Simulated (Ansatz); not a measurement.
# CdS (zincblende type): how the settings move a single-point run

How sensitive is a single-point run of CdS (zincblende type) to its settings? A reference run comes first, then one run with altered input.

Computed with Ansatz 0.2.0 (reference: DFT, PBEsol, all-electron PAW with datasets made for the crystal, scalar-relativistic, unless a step's input says otherwise).

## (1) The starting structure

Symmetry: F-43m, No. 216, cubic system. Conventional cell: a = 5.496 Å, b = 5.496 Å, c = 5.496 Å, α = 90.00°, β = 90.00°, γ = 90.00°. Around Cd (site symmetry -43m) lie 4 S at 2.38 Å. S (site symmetry -43m) is surrounded by 4 Cd at 2.38 Å.

Structure file:

```cif
data_structure
_symmetry_space_group_name_H-M 'P 1'
_symmetry_Int_Tables_number 1
_cell_length_a 3.8859
_cell_length_b 3.8859
_cell_length_c 3.8859
_cell_angle_alpha 60.000
_cell_angle_beta 60.000
_cell_angle_gamma 60.000
_cell_volume 41.49
loop_
_atom_site_label
_atom_site_type_symbol
_atom_site_fract_x
_atom_site_fract_y
_atom_site_fract_z
_atom_site_occupancy
Cd1 Cd 0.00000 0.00000 0.00000 1
S1 S 0.25000 0.25000 0.25000 1
```

## (2) Reference

File input.yaml:

```yaml
crystal:
  lattice:
    - [0.0, 2.7477710619, 2.7477710619]
    - [2.7477710619, 0.0, 2.7477710619]
    - [2.7477710619, 2.7477710619, 0.0]
  atoms:
    - { symbol: Cd, position: [0.0, 0.0, 0.0] }
    - { symbol: S, position: [0.25, 0.25, 0.25] }
kpoints:
  mp_grid: { grid: [11, 11, 11] }
scf:
  occupations: { method: fermi_dirac, width: 0.08 }
hamiltonian:
  xc: pbesol
  pseudopotentials: { kind: all_electron, datasets: crystal }
output:
  forces: true
  stress: true
  eigenvalues: true
```

On the command line:

```console
ansatz run input.yaml --threads 1 --pin off --max-ram 2048MiB --backend cpu --events-out ev --progress --plain --runs-dir out
```

## (3) Variant: mp_grid.grid [6, 6, 6], preconditioner kerker

input.yaml: that of step 2 with these lines changed.

```diff
@@ -9,5 +9,6 @@
 kpoints:
-  mp_grid: { grid: [11, 11, 11] }
+  mp_grid: { grid: [6, 6, 6] }
 scf:
   occupations: { method: fermi_dirac, width: 0.08 }
+  mixing: { preconditioner: kerker }
 hamiltonian:
```

Q: Predict the outcome of this session. Wanted: for each run, ending; energy change; pressure; gap; force.

**Answer**, as computed:

```tsv
run	ending	energy change	pressure (GPa)	gap (eV)	force (eV/Å)	cycles	time
reference	converged	0	16.0	1.33	0.00	8	16 s
1: mp_grid.grid [6, 6, 6], preconditioner kerker	converged	+1.8 meV/atom	16.0	1.33	0.00	10	6.6 s
```

Residual by cycle in the longest SCF loop of each run; runs are numbered as in the table. The quantity is the density residual dr2, in eV.

```tsv
cycle	reference	run 1
1	1.48	1.48
2	0.076	0.399
3	0.0129	0.0219
4	0.00414	0.00501
5	2.7e-4	8.9e-4
6	8.1e-6	7.4e-5
7	4.0e-7	2.4e-5
8	8.3e-9	1.0e-6
9	-	1.9e-7
10	-	1.6e-8
```

**Reading.** Changing the k-point mesh and mixing moves the energy by +1.8 meV/atom. Mixing only sets the path, so the shift comes from the other change. The energy is not variational in the mesh, so the sign tells nothing. The other settings changed steer the path, not the converged energy, so the shift is the mesh's. Cost: 10 SCF cycles against 8, 6.6 s against 16 s. The structure is not at rest: the sound run finds 16 GPa, so these are no properties of the relaxed crystal. 
